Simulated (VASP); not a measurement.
# SnTe (Fm-3m) in VASP: notebook

Runs on SnTe. Level: PBEsol. Tasks: single point.

Program: VASP 6.6.1. These are calculated values, not measurements. Logs are shortened: lines on timing, memory, paths and dates and some standing lists are left out, and cuts for length are marked.

**Measured values to compare with.**

From a printed reference work, textbook, for a bulk crystal of SnTe at 300 K: band gap 0.18 eV (direct).

The results are compared with them further down.

### Step 1. The cell of the first run

It takes space group Fm-3m (No. 225, cubic). The conventional cell has a = 6.302 Å, b = 6.302 Å, c = 6.302 Å, α = 90.00°, β = 90.00°, γ = 90.00°. Within 4.1 Å of Sn (site symmetry m-3m) lie 6 Te at 3.15 Å. Te (site symmetry m-3m) has 6 Sn at 3.15 Å within 4.1 Å.

### Step 2. Single point, PBEsol

Input file INCAR:

```
PREC = Accurate ; ENCUT = 520
EDIFF = 1E-6 ; ISMEAR = 0
SIGMA = 0.01 ; LREAL = False
LASPH = True ; NELM = 100
ALGO = Normal ; ISIF = 2
LWAVE = False ; LCHARG = False
GGA = PS ; NBANDS = 17
```

Input file KPOINTS:

```
Automatic mesh
0
Gamma
  6 6 6
```

Input file POSCAR:

```
SnTe
1.0
    0.0000000000      3.1508500000      3.1508500000
    3.1508500000      0.0000000000      3.1508500000
    3.1508500000      3.1508500000      0.0000000000
Sn Te
1 1
Direct
    0.0000000000      0.0000000000      0.0000000000
    0.5000000000      0.5000000000      0.5000000000
```

Potentials or basis: VASP PAW PBE potentials, release 64 (Sn_d, Te).

On the command line:

```sh
$ cat potpaw_PBE.64/Sn_d/POTCAR potpaw_PBE.64/Te/POTCAR > POTCAR
$ mpirun -np 1 vasp_std > vasp.out
```

OUTCAR:

```text
PREC = Accurate
   ENCUT = 520
   EDIFF = 1E-6
   ISMEAR = 0
   LREAL = False
   LASPH = True
   NELM = 100
   ISIF = 2
   GGA = PS

 ion  position               nearest neighbor table
   1  0.000  0.000  0.000-   2 3.15   2 3.15   2 3.15   2 3.15   2 3.15   2 3.15
   2  0.500  0.500  0.500-   1 3.15   1 3.15   1 3.15   1 3.15   1 3.15   1 3.15

  LATTYP: Found a face centered cubic cell.
 ALAT       =     6.3017000000

  Lattice vectors:

 A1 = (   0.0000000000,   3.1508500000,   3.1508500000)
 A2 = (   3.1508500000,   0.0000000000,   3.1508500000)
 A3 = (   3.1508500000,   3.1508500000,   0.0000000000)

Analysis of symmetry for initial positions (statically):
=====================================================================
 Subroutine PRICEL returns:
 Original cell was already a primitive cell.

 Routine SETGRP: Setting up the symmetry group for a
 face centered cubic supercell.

 Subroutine GETGRP returns: Found 48 space group operations
 (whereof 48 operations were pure point group operations)
 out of a pool of 48 trial point group operations.

The static configuration has the point symmetry O_h .

Analysis of symmetry for dynamics (positions and initial velocities):
=====================================================================
 Subroutine PRICEL returns:
 Original cell was already a primitive cell.

 Routine SETGRP: Setting up the symmetry group for a
 face centered cubic supercell.

 Subroutine GETGRP returns: Found 48 space group operations
 (whereof 48 operations were pure point group operations)
 out of a pool of 48 trial point group operations.

The dynamic configuration has the point symmetry O_h .

 Subroutine INISYM returns: Found 48 space group operations
 (whereof 48 operations are pure point group operations),
 and found     1 'primitive' translations

----------------------------------------------------------------------------------------

                                     Primitive cell

  volume of cell :      62.5624

  direct lattice vectors                    reciprocal lattice vectors
     0.000000000  3.150850000  3.150850000    -0.158687338  0.158687338  0.158687338
     3.150850000  0.000000000  3.150850000     0.158687338 -0.158687338  0.158687338
     3.150850000  3.150850000  0.000000000     0.158687338  0.158687338 -0.158687338

  length of vectors
     4.455974803  4.455974803  4.455974803     0.274854533  0.274854533  0.274854533

  position of ions in fractional coordinates (direct lattice)
     0.000000000  0.000000000  0.000000000
     0.500000000  0.500000000  0.500000000

  ion indices of the primitive-cell ions
   primitive index   ion index
                 1           1
                 2           2

----------------------------------------------------------------------------------------

 KPOINTS: Automatic mesh

Automatic generation of k-mesh.
 Grid dimensions read from file:
 generate k-points for:    6    6    6

 Generating k-lattice:

  Cartesian coordinates                     Fractional coordinates (reciprocal lattice)
    -0.026447890  0.026447890  0.026447890     0.166666667  0.000000000  0.000000000
     0.026447890 -0.026447890  0.026447890     0.000000000  0.166666667  0.000000000
     0.026447890  0.026447890 -0.026447890     0.000000000  0.000000000  0.166666667

  Length of vectors
     0.045809089  0.045809089  0.045809089

  Shift w.r.t. Gamma in fractional coordinates (k-lattice)
     0.000000000  0.000000000  0.000000000

 Subroutine IBZKPT returns following result:
 ===========================================

 Found     16 irreducible k-points:

 Following reciprocal coordinates:
            Coordinates               Weight
  0.000000  0.000000  0.000000      1.000000
  0.166667  0.000000  0.000000      8.000000
  0.333333  0.000000  0.000000      8.000000
  0.500000  0.000000  0.000000      4.000000
  0.166667  0.166667  0.000000      6.000000
  0.333333  0.166667  0.000000     24.000000
[... 8 lines left out ...]
 -0.333333  0.333333  0.166667     24.000000
 -0.333333  0.500000  0.166667     12.000000
   k-points           NKPTS =     16   k-points in BZ     NKDIM =     16   number of bands    NBANDS=     17
   number of dos      NEDOS =    301   number of ions     NIONS =      2
   total plane-waves  NPLWV =  46656
   dimension x,y,z NGX =    36 NGY =   36 NGZ =   36
   dimension x,y,z NGXF=    72 NGYF=   72 NGZF=   72
   ions per type =               1   1
   NGX,Y,Z   is equivalent  to a cutoff of  13.43, 13.43, 13.43 a.u.
   NGXF,Y,Z  is equivalent  to a cutoff of  26.86, 26.86, 26.86 a.u.
 SYSTEM =  unknown system
   PREC   = accura    normal or accurate (medium, high low for compatibility)
   ISTART =      0    job   : 0-new  1-cont  2-samecut
   ICHARG =      2    charge: 1-file 2-atom 10-const
   ISPIN  =      1    spin polarized calculation?
   LNONCOLLINEAR =      F non collinear calculations
   LSORBIT =      F    spin-orbit coupling
   LASPH  =      T    aspherical Exc in radial PAW
   ENCUT  =  520.0 eV  38.22 Ry    6.18 a.u.   8.29  8.29  8.29*2*pi/ulx,y,z
   NELM   =    100;   NELMIN=  2; NELMDL= -5     # of ELM steps
   EDIFF  = 0.1E-05   stopping-criterion for ELM
   LREAL  =      F    real-space projection
   EDIFFG = 0.1E-04   stopping-criterion for IOM
   NSW    =      0    number of steps for IOM
   IBRION =     -1    ionic relax: 0-MD 1-quasi-New 2-CG
   NFREE  =      0    steps in history (QN), initial steepest desc. (CG)
   ISIF   =      2    stress and relaxation
   ISYM   =      2    0-nonsym 1-usesym 2-fastsym
   POTIM  = 0.5000    time-step for ionic-motion
   TEBEG  =    0.0;   TEEND  =   0.0 temperature during run
   PSTRESS=    0.0 pullay stress
   NELECT =      20.0000    total number of electrons
   NUPDOWN=      -1.0000    fix difference up-down
   EMIN   =  10.00;   EMAX   =-10.00  energy-range for DOS
   EFERMI =   0.00;   METHOD = LEGACY
   ISMEAR =     0;   SIGMA  =   0.01  broadening in eV -4-tet -1-fermi 0-gaus
   EFERMI_NEDOS =   21; number of points for ismear=-14 and -15
   IALGO  =     38    algorithm
   IMIX   =      4    mixing-type and parameters
     AMIX     =   0.40;   BMIX     =  1.00
     AMIX_MAG =   1.60;   BMIX_MAG =  1.00
  volume/ion in A,a.u.               =      31.28       211.10
  Fermi-wavevector in a.u.,A,eV,Ry     =   1.119387  2.115336 17.048485  1.253028
  Thomas-Fermi vector in A             =   2.256026
   LORBIT       =      0    0 simple, 1 ext, 2 COOP (PROOUT), +10 PAW based schemes
   GGA     = PS    functional components
   LHFCALC =     F    Hartree Fock is set to
   AEXX    =    0.0000 exact exchange contribution
   IVDW    =     0    specifies the selected vdW correction
   LEPSILON=     F    determine dielectric tensor
   LRPA    =     F    only Hartree local field effects (RPA)
 non-spin polarized calculation
 Gauss-broadening in eV      SIGMA  =   0.01
  energy-cutoff  :      520.00
  volume of cell :       62.56
 maximum number of plane-waves:      1700
 NGX is ok and might be reduce to    36
   NGX = 17   NGY = 17   NGZ = 17

 number of electron      19.9999998 magnetization

 Free energy of the ion-electron system (eV)
  ---------------------------------------------------
  ext. energy  EPLUGINS =         0.00000000
  ---------------------------------------------------
  free energy    TOTEN  =        -8.34051089 eV

  energy without entropy =       -8.34051089  energy(sigma->0) =       -8.34051089

 E-fermi :   6.8384     XC(G=0):  -9.6573

 val. band max:        6.7479597336   @ k =   0.5000   0.0000   0.0000
 cond. band min:       6.8898408759   @ k =   0.5000   0.0000   0.0000
 fundamental gap:      0.1418811423
 Fermi energy:         6.8383932143

 k-point     1 :       0.0000    0.0000    0.0000
  band No.  band energies     occupation
      1     -14.9960      2.00000
      2     -14.9960      2.00000
      3     -14.9887      2.00000
      4     -14.9887      2.00000
      5     -14.9887      2.00000
      6      -6.0205      2.00000
[... 9 lines left out ...]
     16      11.5169      0.00000
     17      13.4866      0.00000

 k-point     2 :       0.1667    0.0000    0.0000
  band No.  band energies     occupation
      1     -14.9972      2.00000
      2     -14.9972      2.00000
      3     -14.9883      2.00000
      4     -14.9872      2.00000
      5     -14.9872      2.00000
      6      -5.7885      2.00000
[... 9 lines left out ...]
     16      12.0780      0.00000
     17      15.2188      0.00000

 k-point     3 :       0.3333    0.0000    0.0000
  band No.  band energies     occupation
      1     -14.9998      2.00000
      2     -14.9998      2.00000
      3     -14.9875      2.00000
      4     -14.9835      2.00000
      5     -14.9835      2.00000
      6      -5.1839      2.00000
[... 9 lines left out ...]
     16      13.6057      0.00000
     17      17.4065      0.00000

 k-point     4 :       0.5000    0.0000    0.0000
  band No.  band energies     occupation
      1     -15.0013      2.00000
      2     -15.0013      2.00000
      3     -14.9871      2.00000
      4     -14.9816      2.00000
      5     -14.9816      2.00000
      6      -4.7336      2.00000
[... 9 lines left out ...]
     16      15.6392      0.00000
     17      15.6392      0.00000
[... 183 lines left out ...]
      1     -15.0060      2.00000
      2     -14.9962      2.00000
      3     -14.9884      2.00000
      4     -14.9821      2.00000
      5     -14.9806      2.00000
      6      -4.7567      2.00000
[... 9 lines left out ...]
     16      15.1353      0.00000
     17      15.8145      0.00000

 k-point    15 :      -0.3333    0.3333    0.1667
  band No.  band energies     occupation
      1     -15.0065      2.00000
      2     -14.9973      2.00000
      3     -14.9854      2.00000
      4     -14.9845      2.00000
      5     -14.9791      2.00000
      6      -4.4487      2.00000
[... 9 lines left out ...]
     16      16.6520      0.00000
     17      16.7261      0.00000

 k-point    16 :      -0.3333    0.5000    0.1667
  band No.  band energies     occupation
      1     -15.0101      2.00000
      2     -14.9946      2.00000
      3     -14.9890      2.00000
      4     -14.9815      2.00000
      5     -14.9776      2.00000
      6      -4.3641      2.00000
[... 9 lines left out ...]
     16      16.8915      0.00000
     17      17.9832      0.00000

------------------------ aborting loop because EDIFF is reached ----------------------------------------

  FORCE on cell =-STRESS in cart. coord.  units (eV):
  Direction    XX          YY          ZZ          XY          YZ          ZX
  --------------------------------------------------------------------------------------
  -------------------------------------------------------------------------------------
  Total       -0.1517465     -0.1517465     -0.1517465      0.0000000      0.0000000     -0.0000000
  in kB       -3.8861202     -3.8861202     -3.8861202      0.0000000      0.0000000     -0.0000000
  external PRESSURE =      -3.8861202 kB  Pullay stress =       0.0000000 kB

 VOLUME and BASIS-vectors are now :
 -----------------------------------------------------------------------------
  energy-cutoff  :      520.00
  volume of cell :       62.56
      direct lattice vectors                 reciprocal lattice vectors
     0.000000000  3.150850000  3.150850000    -0.158687338  0.158687338  0.158687338
     3.150850000  0.000000000  3.150850000     0.158687338 -0.158687338  0.158687338
     3.150850000  3.150850000  0.000000000     0.158687338  0.158687338 -0.158687338

 POSITION                                       TOTAL-FORCE (eV/Angst)
 -----------------------------------------------------------------------------------
      0.00000      0.00000      0.00000        -0.000000      0.000000     -0.000000
      3.15085      3.15085      3.15085         0.000000      0.000000      0.000000
 -----------------------------------------------------------------------------------
    total drift:                               -0.000000      0.000000      0.000000

  FREE ENERGIE OF THE ION-ELECTRON SYSTEM (eV)
  ---------------------------------------------------
  free  energy   TOTEN  =        -8.3405108904 eV

  energy  without entropy=       -8.3405108904  energy(sigma->0) =       -8.34051089
```

Run time: 19 s. Hardware: 1 thread of Intel Xeon 6975P-C, shared host; peak memory 0.2 GiB.

What came out:

```yaml
Free_energy: -8.3405 eV
Pressure: -0.4 GPa
Band_gap_on_the_k_mesh: 0.14 eV, direct
```

Caveat: the PAW data sets were made with another functional, which shifts forces and pressure a little; spin-orbit coupling is left out, which moves the levels of the heavy elements.

### Step 3. Single point, PBEsol

Input file INCAR:

```
ALGO = Normal
EDIFF = 1E-6
ENCUT = 520
GGA = PS
ISIF = 2
ISMEAR = 0
LASPH = T
LCHARG = F
LREAL = F
LWAVE = F
NBANDS = 17
NELM = 60
PREC = Accurate
SIGMA = 0.02
```

Input file KPOINTS:

```
k-points
0
Gamma
  8 8 8
```

POSCAR is that of step 2.

Potentials or basis: VASP PAW PBE potentials, release 64 (Sn_d, Te).

On the command line:

```sh
$ cat potpaw_PBE.64/Sn_d/POTCAR potpaw_PBE.64/Te/POTCAR > POTCAR
$ mpirun -np 1 vasp_std > vasp.out
```

It took 30 s on 1 thread of Intel Xeon 6975P-C, shared host; peak memory 0.21 GiB.

The run converged. Its results:

```
Free energy            : -8.3376 eV
Pressure               : -0.3 GPa
Band gap on the k mesh : 0.14 eV, direct
```

Levels at points of the mesh, in eV from the valence-band top:
| k point | band 8 | band 9 | band 10 | band 11 | band 12 | band 13 |
| --- | --- | --- | --- | --- | --- | --- |
| (0.00, 0.00, 0.00) | -2.08 | -2.08 | -2.08 | 3.38 | 3.38 | 3.38 |
| (0.50, 0.00, 0.00) | -1.74 | -1.74 | 0.00 | 0.14 | 0.40 | 0.40 |
| (0.50, 0.50, 0.00) | -5.55 | -3.70 | -3.70 | 2.15 | 4.96 | 4.96 |

Caveat: the PAW data sets were made with another functional, which shifts forces and pressure a little; spin-orbit coupling is left out, which moves the levels of the heavy elements.

### Step 4. Single point, PBEsol, non-collinear spin, zero start, spin-orbit coupling

Input file INCAR:

```
ALGO = Normal ; EDIFF = 1E-7
ENCUT = 520 ; GGA = PS
GGA_COMPAT = False ; ISIF = 2
ISMEAR = 0 ; LASPH = True
LCHARG = False ; LORBIT = 11
LORBMOM = True ; LREAL = False
LSORBIT = True ; LWAVE = False
MAGMOM = 0 0 0 0 0 0 ; NBANDS = 32
NELM = 150 ; PREC = Accurate
SIGMA = 0.02
```

KPOINTS is that of step 3.

POSCAR is that of step 3.

On the command line:

```sh
$ cat potpaw_PBE.64/Sn_d/POTCAR potpaw_PBE.64/Te/POTCAR > POTCAR
$ mpirun -np 1 vasp_ncl > vasp.out
```

Wall time 3 min (1 thread of Intel Xeon 6975P-C, shared host); peak memory 0.42 GiB.

It converged, with:

| Property | Result |
| --- | --- |
| Free energy | -8.4865 eV |
| Pressure | -0.3 GPa |
| Net moment | 0.00 μB per cell |
| Valence electrons inside the program's atomic spheres | Sn 12.09; Te 3.37 |

Moments on the atoms (μB; x, y, z):
```
Sn  0.00 0.00 0.00
Te  0.00 0.00 0.00
```

Caveat: the PAW data sets were made with another functional, which shifts forces and pressure a little.

### Step 5. The runs side by side

| spin | k mesh | smearing | gap on the mesh (eV) | pressure (GPa) |
| --- | --- | --- | --- | --- |
| off | 6 × 6 × 6 | gaussian 0.01 eV | 0.14 | -0.4 |
| off | 8 × 8 × 8 | gaussian 0.02 eV | 0.14 | -0.3 |
| non-collinear, zero start, SOC | 8 × 8 × 8 | gaussian 0.02 eV | - | -0.3 |

Alike in all rows: task single point; level PBEsol; potentials or basis VASP PAW PBE potentials, release 64 (Sn_d, Te); cell as given; cutoff (eV) 520.

Caveats: the PAW data sets were made with another functional, which shifts forces and pressure a little; spin-orbit coupling is left out, which moves the levels of the heavy elements (some runs).

Total energies depend on the potentials used, so only differences within one code and one set of settings carry meaning.

### Step 6. How close it comes

Step 2. Against the measured gap of SnTe, 0.18 eV (direct; 300 K; a printed reference work, textbook), the calculated 0.14 eV is off by -0.04 eV. Spin-orbit coupling on Sn, Te is left out. The value is that of PBEsol on a finite k mesh, which can miss the band edges, without temperature or zero-point motion. Semilocal functionals fall short of measured gaps as a rule.

Step 3. Against the measured gap of SnTe, 0.18 eV (direct; 300 K; a printed reference work, textbook), the calculated 0.14 eV is off by -0.04 eV. Spin-orbit coupling on Sn, Te is left out. The value is that of PBEsol on a finite k mesh, which can miss the band edges, without temperature or zero-point motion. Semilocal functionals fall short of measured gaps as a rule.
